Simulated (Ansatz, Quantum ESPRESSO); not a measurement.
# Al chain with one H atom in line: ballistic transmission, part 3 of 4

How well does the junction conduct in the ballistic limit? It is: Al chain with one H atom in line.

Quantum ESPRESSO 7.5; plane-wave DFT, PBE, GBRV ultrasoft pseudopotentials; cross-check by Ansatz 0.2.0 with PAW datasets.

So far. Step 2 (Self-consistent run): The run needed 25 iterations to bring the estimated error under 1e-07 Ry; the largest force on any atom, held or free, is 3.31 eV/Å. Step 3 (Transmission with pwcond.x): At no point does T exceed the number of channels.

## Step 4: The open system, with epsproj = 0.001

Level of this step: transmission by pwcond, lead and junction from one cell; plane-wave DFT, PBE, GBRV ultrasoft pseudopotentials (Quantum ESPRESSO).

A sensitivity test on the input.

The input, cond.w.in:

```
&inputcond
  outdir = './out'
  prefixt = 'scf'
  tran_file = 'cond.w.dat'
  bdl = 0.6400000000
  bds = 3.8951733333
  ikind = 1
  ewind = 4.0
  epsproj = 0.001
  nz1 = 7
  energy0 = 2.0
  denergy = -0.1
/
1
  0.00000000 0.00000000 1.00000000
41
```

Started as:

```
$ OMP_NUM_THREADS=1 mpirun -n 2 pwcond.x -in cond.w.in > cond.w.out
```

Log:

```text
[banner, memory and clock lines left out]
Program PWCOND v.7.5 starts
[citation notice left out]

[...]
./out/scf.save/

[...]
negative rho (up, down):  1.364E-04 0.000E+00
     Reading collected, re-writing distributed wavefunctions

===== INPUT FILE containing all the regions =====

     GEOMETRY:

     lattice parameter (alat)  =      14.1729  a.u.
     the volume                =   11089.3778 (a.u.)^3
     the cross section         =     200.8724 (a.u.)^2
     l of the unit cell        =       3.8952 (alat)
     number of atoms/cell      =           13
     number of atomic types    =            2

     crystal axes: (cart. coord. in units of alat)
               a(1) = (  1.0000  0.0000  0.0000 )
               a(2) = (  0.0000  1.0000  0.0000 )
               a(3) = (  0.0000  0.0000  3.8952 )

   Cartesian axes

     site n.     atom                  positions (alat units)
          1        Al     tau(  1)=(  0.5000  0.5000  3.8952  )
          2        Al     tau(  2)=(  0.5000  0.5000  0.3200  )
          3        Al     tau(  3)=(  0.5000  0.5000  0.6400  )
          4        Al     tau(  4)=(  0.5000  0.5000  0.9600  )
          5        Al     tau(  5)=(  0.5000  0.5000  1.2800  )
          6        Al     tau(  6)=(  0.5000  0.5000  1.6000  )
          7        H      tau(  7)=(  0.5000  0.5000  1.7876  )
          8        Al     tau(  8)=(  0.5000  0.5000  1.9752  )
          9        Al     tau(  9)=(  0.5000  0.5000  2.2952  )
         10        Al     tau( 10)=(  0.5000  0.5000  2.6152  )
         11        Al     tau( 11)=(  0.5000  0.5000  2.9352  )
         12        Al     tau( 12)=(  0.5000  0.5000  3.2552  )
         13        Al     tau( 13)=(  0.5000  0.5000  3.5752  )

     nr1s                      =           54
     nr2s                      =           54
     nr3s                      =          216
     nr1sx                     =           54
     nr2sx                     =           54
     nr3sx                     =          216
     nr1                       =           60
     nr2                       =           60
     nr3                       =          240
     nr1x                      =           60
     nr2x                      =           60
     nr3x                      =          240

 _______________________________
  Radii of nonlocal spheres:

     type       ibeta     ang. mom.          radius (alat units)
       Al         1         0                    0.1354
       Al         2         1                    0.1354
       Al         3         2                    0.1354
       H          1         0                    0.0848
       H          2         0                    0.0848
----- General information -----

--- T calc. with identical leads (ikind=1) ---

     nrx                       =           54
     nry                       =           54
     nz1                       =            7

     energy0               =         2.0E+00
     denergy               =        -1.0E-01
     nenergy               =         41
     ecut2d                =         3.4E+01
     ewind                 =         4.0E+00
     epsproj               =         1.0E-03

     number of k_|| points=    1
                       cryst. coord.
        k(    1) = (   0.0000000   0.0000000), wk =   1.0000000
----- Information about left/right lead -----

     nocros                   =            9
     noins                    =            9
     norb                     =           27
     norbf                    =          101
     nrz                      =           35

      iorb      type   ibeta   ang. mom.   m       position (alat)
        1        1       1        0        1   taunew(   1)=(  0.5000  0.5000  0.0000)
        2        1       2        1        1   taunew(   2)=(  0.5000  0.5000  0.0000)
[...]
27        1       3        2        5   taunew(  27)=(  0.5000  0.5000  0.6400)
    k slab    z(k)  z(k+1)     crossing(iorb=1,norb)
    1   0.0000 0.0183 0.0183   111111111000000000000000000
    2   0.0183 0.0366 0.0183   111111111000000000000000000
[...]
35   0.6217 0.6400 0.0183   000000000000000000111111111
----- Information about scattering region -----

     noins                    =           83
     norb                     =          101
     norbf                    =          101
     nrz                      =          181

      iorb      type   ibeta   ang. mom.   m       position (alat)
        1        1       1        0        1   taunew(   1)=(  0.5000  0.5000  0.0000)
        2        1       2        1        1   taunew(   2)=(  0.5000  0.5000  0.0000)
[...]
101        1       3        2        5   taunew( 101)=(  0.5000  0.5000  3.2552)
 ngper, shell number =          545          70
 ngper, n2d =          545          86
---  E-Ef =    2.0000000  k =    0.0000000   0.0000000
---  ie =          1  ik =          1
 Nchannels of the left tip =            3
 Right moving states:
   k1(2pi/a)   k2(2pi/a)   E-Ef (eV)
   0.1546059   0.0000052   2.0000000
  -0.3745132   0.0000014   2.0000000
  -0.3745132   0.0000014   2.0000000
 Left moving states:
   k1(2pi/a)   k2(2pi/a)   E-Ef (eV)
  -0.1546059   0.0000052   2.0000000
   0.3745132   0.0000014   2.0000000
   0.3745132   0.0000014   2.0000000

 to transmit
 Band j to band i transmissions and reflections:
    j         i     |T_ij|^2    |R_ij|^2

    1 -->     1     0.35171     0.64829
    1 -->     2     0.00000     0.00000
    1 -->     3     0.00000     0.00000
   Total T_j, R_j =    0.35171  0.64829

    2 -->     1     0.00000     0.00000
    2 -->     2     0.97238     0.02621
    2 -->     3     0.00000     0.00141
   Total T_j, R_j =    0.97238  0.02762

    3 -->     1     0.00000     0.00000
    3 -->     2     0.00000     0.00141
    3 -->     3     0.97238     0.02621
   Total T_j, R_j =    0.97238  0.02762

E-Ef(ev), T(x2 spins) =    2.0000000   4.5929318
---  E-Ef =    1.9000000  k =    0.0000000   0.0000000
---  ie =          2  ik =          1
 Nchannels of the left tip =            3
 Right moving states:
   k1(2pi/a)   k2(2pi/a)   E-Ef (eV)
   0.1455063   0.0000052   1.9000000
  -0.3877912   0.0000014   1.9000000
  -0.3877912   0.0000014   1.9000000
 Left moving states:
   k1(2pi/a)   k2(2pi/a)   E-Ef (eV)
  -0.1455064   0.0000052   1.9000000
   0.3877912   0.0000014   1.9000000
   0.3877912   0.0000014   1.9000000

 to transmit
 Band j to band i transmissions and reflections:
    j         i     |T_ij|^2    |R_ij|^2

    1 -->     1     0.44499     0.55501
    1 -->     2     0.00000     0.00000
    1 -->     3     0.00000     0.00000
   Total T_j, R_j =    0.44499  0.55501

    2 -->     1     0.00000     0.00000
    2 -->     2     0.97320     0.02547
    2 -->     3     0.00000     0.00134
   Total T_j, R_j =    0.97320  0.02680

    3 -->     1     0.00000     0.00000
    3 -->     2     0.00000     0.00134
    3 -->     3     0.97320     0.02547
   Total T_j, R_j =    0.97320  0.02680

E-Ef(ev), T(x2 spins) =    1.9000000   4.7827707
---  E-Ef =    1.8000000  k =    0.0000000   0.0000000
---  ie =          3  ik =          1
 Nchannels of the left tip =            3
 Right moving states:
   k1(2pi/a)   k2(2pi/a)   E-Ef (eV)
   0.1362180   0.0000052   1.8000000
  -0.4013587   0.0000014   1.8000000
  -0.4013587   0.0000014   1.8000000
 Left moving states:
   k1(2pi/a)   k2(2pi/a)   E-Ef (eV)
  -0.1362180   0.0000052   1.8000000
   0.4013587   0.0000014   1.8000000
   0.4013587   0.0000014   1.8000000

 to transmit
 Band j to band i transmissions and reflections:
    j         i     |T_ij|^2    |R_ij|^2

    1 -->     1     0.53289     0.46711
    1 -->     2     0.00000     0.00000
    1 -->     3     0.00000     0.00000
   Total T_j, R_j =    0.53289  0.46711

    2 -->     1     0.00000     0.00000
    2 -->     2     0.97410     0.02463
    2 -->     3     0.00000     0.00127
   Total T_j, R_j =    0.97410  0.02590

    3 -->     1     0.00000     0.00000
    3 -->     2     0.00000     0.00127
    3 -->     3     0.97410     0.02463
   Total T_j, R_j =    0.97410  0.02590

E-Ef(ev), T(x2 spins) =    1.8000000   4.9621801
[... further energies and points left out ...]
---  E-Ef =   -1.8000000  k =    0.0000000   0.0000000
---  ie =         39  ik =          1
 Nchannels of the left tip =            1
 Right moving states:
   k1(2pi/a)   k2(2pi/a)   E-Ef (eV)
  -0.1053368   0.0000052  -1.8000000
 Left moving states:
   k1(2pi/a)   k2(2pi/a)   E-Ef (eV)
   0.1053368   0.0000052  -1.8000000

 to transmit
 Band j to band i transmissions and reflections:
    j         i     |T_ij|^2    |R_ij|^2

    1 -->     1     0.12197     0.87803
   Total T_j, R_j =    0.12197  0.87803

E-Ef(ev), T(x2 spins) =   -1.8000000   0.2439390
---  E-Ef =   -1.9000000  k =    0.0000000   0.0000000
---  ie =         40  ik =          1
 Nchannels of the left tip =            1
 Right moving states:
   k1(2pi/a)   k2(2pi/a)   E-Ef (eV)
  -0.1179402   0.0000052  -1.9000000
 Left moving states:
   k1(2pi/a)   k2(2pi/a)   E-Ef (eV)
   0.1179402   0.0000052  -1.9000000

 to transmit
 Band j to band i transmissions and reflections:
    j         i     |T_ij|^2    |R_ij|^2

    1 -->     1     0.14081     0.85919
   Total T_j, R_j =    0.14081  0.85919

E-Ef(ev), T(x2 spins) =   -1.9000000   0.2816261
---  E-Ef =   -2.0000000  k =    0.0000000   0.0000000
---  ie =         41  ik =          1
 Nchannels of the left tip =            1
 Right moving states:
   k1(2pi/a)   k2(2pi/a)   E-Ef (eV)
  -0.1301608   0.0000052  -2.0000000
 Left moving states:
   k1(2pi/a)   k2(2pi/a)   E-Ef (eV)
   0.1301608   0.0000052  -2.0000000

 to transmit
 Band j to band i transmissions and reflections:
    j         i     |T_ij|^2    |R_ij|^2

    1 -->     1     0.15859     0.84141
   Total T_j, R_j =    0.15859  0.84141

E-Ef(ev), T(x2 spins) =   -2.0000000   0.3171704
   T_tot     2.00000      0.45929E+01
   T_tot     1.90000      0.47828E+01
   T_tot     1.80000      0.49622E+01
   T_tot     1.70000      0.51325E+01
   T_tot     1.60000      0.52956E+01
   T_tot     1.50000      0.54533E+01
   T_tot     1.40000      0.56052E+01
   T_tot     1.30000      0.57469E+01
   T_tot     1.20000      0.58577E+01
   T_tot     1.10000      0.59361E+01
   T_tot     1.00000      0.57236E+01
   T_tot     0.90000      0.43965E+01
   T_tot     0.80000      0.39437E+01
   T_tot     0.70000      0.39546E+01
   T_tot     0.60000      0.39664E+01
   T_tot     0.50000      0.39773E+01
   T_tot     0.40000      0.39860E+01
   T_tot     0.30000      0.39923E+01
   T_tot     0.20000      0.39965E+01
   T_tot     0.10000      0.39991E+01
   T_tot    -0.00000      0.39999E+01
   T_tot    -0.10000      0.39974E+01
   T_tot    -0.20000      0.39796E+01
   T_tot    -0.30000      0.37594E+01
   T_tot    -0.40000      0.00000E+00
   T_tot    -0.50000      0.00000E+00
   T_tot    -0.60000      0.00000E+00
   T_tot    -0.70000      0.00000E+00
   T_tot    -0.80000      0.00000E+00
   T_tot    -0.90000      0.00000E+00
   T_tot    -1.00000      0.00000E+00
   T_tot    -1.10000      0.00000E+00
   T_tot    -1.20000      0.00000E+00
   T_tot    -1.30000      0.28726E-02
   T_tot    -1.40000      0.60894E-01
   T_tot    -1.50000      0.11299E+00
   T_tot    -1.60000      0.16027E+00
   T_tot    -1.70000      0.20368E+00
   T_tot    -1.80000      0.24394E+00
   T_tot    -1.90000      0.28163E+00
   T_tot    -2.00000      0.31717E+00

[...]
```

Run time: 76 s. Hardware: 2 MPI ranks of Arm Neoverse V2, shared host; peak memory 0.3 GiB.

The changed values were drawn from a wide range, not chosen for quality; the comparison shows what they did here together.

Beside the run it was changed from:

| quantity | this run | unchanged run | difference |
| --- | --- | --- | --- |
| transmission at the Fermi level, one spin | 2.000 | 2.000 | -2.0e-6 |
| lead channels at the Fermi level, one spin | 2 | 2 | 0 |
| wall time (s) | 76 | 136 |  |

Over all energies T moves by up to 0.27, at 0.9 eV.

The physical values in this table stay within 0.05 %.

(Continued in part 4 of 4.)

[Logs are printed without paths, hosts, clocks, repeated set-up lines and the standing remarks that a program may print on its own settings, such as how far it seeks lower states.]

[Hosts, paths, dates, database ids (printed as entryN), source tags and the programs' standing remarks are cut or masked in the printed files.]

[Maps of the electrostatic potential energy from Ansatz leave out the sawtooth potential of an applied field or a dipole correction, so their vacuum need not be flat; planar profiles and work functions include it.]
